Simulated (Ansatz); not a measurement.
# AlNi2: how settings move the results

This session on AlNi2 sets out to test the k-point mesh shifted by half a step.

Method: DFT r2SCAN, scalar-relativistic, plane waves, PAW, in Ansatz 0.2.0.

2 further runs of the same task are left out: 2 for a known fault of the program.

## 1. The structure to begin with

Symmetry: P-3m1, No. 164, trigonal system. Conventional cell: a = 3.974 Å, b = 3.974 Å, c = 4.904 Å, α = 90.00°, β = 90.00°, γ = 120.00°. Around Al (site symmetry 3m) lie 8 Ni at 2.37 to 2.48 Å. Ni (site symmetry 3m) is surrounded by 5 Al at 2.37 to 2.48 Å and 3 Ni at 2.47 Å. Around Ni (site symmetry -3m) lie 8 Ni at 2.45 to 2.47 Å and 6 Al at 2.75 Å. Around Ni (site symmetry -3m) lie 8 Ni at 2.45 to 2.77 Å and 6 Al at 2.48 Å.

Coordinates:

```
Al Ni
1.0
     3.97400    0.00000    0.00000
    -1.98700    3.44159    0.00000
     0.00000    0.00000    4.90426
Al Ni
2 4
Direct
  0.33333 0.66667 0.18987
  0.66667 0.33333 0.81013
  0.33333 0.66667 0.68511
  0.66667 0.33333 0.31489
  0.00000 0.00000 0.50000
  0.00000 0.00000 0.00000
```

Source of the structure: the Materials Project (structure only). It is taken as it stands there.

## 2. The base input

input.yaml

```yaml
crystal:
  lattice:
    - [3.9740030242, 0.0, 0.0]
    - [-1.9870015121, 3.4415875737, 0.0]
    - [0.0, 0.0, 4.90425882]
  atoms:
    - { symbol: Al, position: [0.33333333, 0.66666667, 0.18987406] }
    - { symbol: Al, position: [0.66666667, 0.33333333, 0.81012594] }
    - { symbol: Ni, position: [0.33333333, 0.66666667, 0.68511004] }
    - { symbol: Ni, position: [0.66666667, 0.33333333, 0.31488996] }
    - { symbol: Ni, position: [0.0, 0.0, 0.5] }
    - { symbol: Ni, position: [0.0, 0.0, 0.0] }
basis:
  ecutwfc: 500
kpoints:
  mp_grid: { grid: [12, 12, 8] }
hamiltonian:
  xc: r2scan
scf:
  occupations: { method: gaussian, width: 0.1 }
output:
  forces: true
  stress: true
  eigenvalues: true
  populations: true
  write_density: true
  write_potential: true
  elf: true
  volumetric_format: npy
```

It was run beforehand and gave: -4077.4821 eV/atom at zero smearing, pressure 0.65 GPa, largest force 0.010 eV/Å, no gap on the mesh, in 12 SCF cycles and 56 s.

## 3. K-point mesh shifted by half a step: 6×6×4

input.yaml

```yaml
crystal:
  lattice:
    - [3.9740030242, 0.0, 0.0]
    - [-1.9870015121, 3.4415875737, 0.0]
    - [0.0, 0.0, 4.90425882]
  atoms:
    - { symbol: Al, position: [0.3333333333, 0.6666666667, 0.18987406] }
    - { symbol: Al, position: [0.6666666667, 0.3333333333, 0.81012594] }
    - { symbol: Ni, position: [0.3333333333, 0.6666666667, 0.68511004] }
    - { symbol: Ni, position: [0.6666666667, 0.3333333333, 0.31488996] }
    - { symbol: Ni, position: [0.0, 0.0, 0.5] }
    - { symbol: Ni, position: [0.0, 0.0, 0.0] }
basis:
  ecutwfc: 500
kpoints:
  mp_grid: { grid: [6, 6, 4], shift: [0.5, 0.5, 0.5] }
hamiltonian:
  xc: r2scan
scf:
  occupations: { method: gaussian, width: 0.1 }
output:
  forces: true
  stress: true
  eigenvalues: true
```

Command:

```sh
ansatz run input.yaml --threads 1 --pin off --max-ram 2560MiB --backend cpu --events-out ev --progress --plain --runs-dir out
```

## 4. K-point mesh shifted by half a step set to 6×6×6

Changes to input.yaml since step 3:

```diff
@@ -15,3 +15,3 @@
 kpoints:
-  mp_grid: { grid: [6, 6, 4], shift: [0.5, 0.5, 0.5] }
+  mp_grid: { grid: [6, 6, 6], shift: [0.5, 0.5, 0.5] }
 hamiltonian:
```

## 5. K-point mesh shifted by half a step set to 12×12×6

Changes to input.yaml since step 4:

```diff
@@ -15,3 +15,3 @@
 kpoints:
-  mp_grid: { grid: [6, 6, 6], shift: [0.5, 0.5, 0.5] }
+  mp_grid: { grid: [12, 12, 6], shift: [0.5, 0.5, 0.5] }
 hamiltonian:
```

(Steps that only read results are left out.)

What results come out of these runs, taken together? Wanted: largest energy shift, k-point mesh shifted by half a step.

The runs gave:

```
                                                 quantity                    value
largest energy shift, k-point mesh shifted by half a step  -1.29 meV/atom at 6×6×4
```

The densest shifted mesh lands 0.59 meV/atom from the base run. The shift lowers the symmetry that the mesh keeps. Spin polarisation is off in the runs that give these values; a magnetic solution could lie lower.
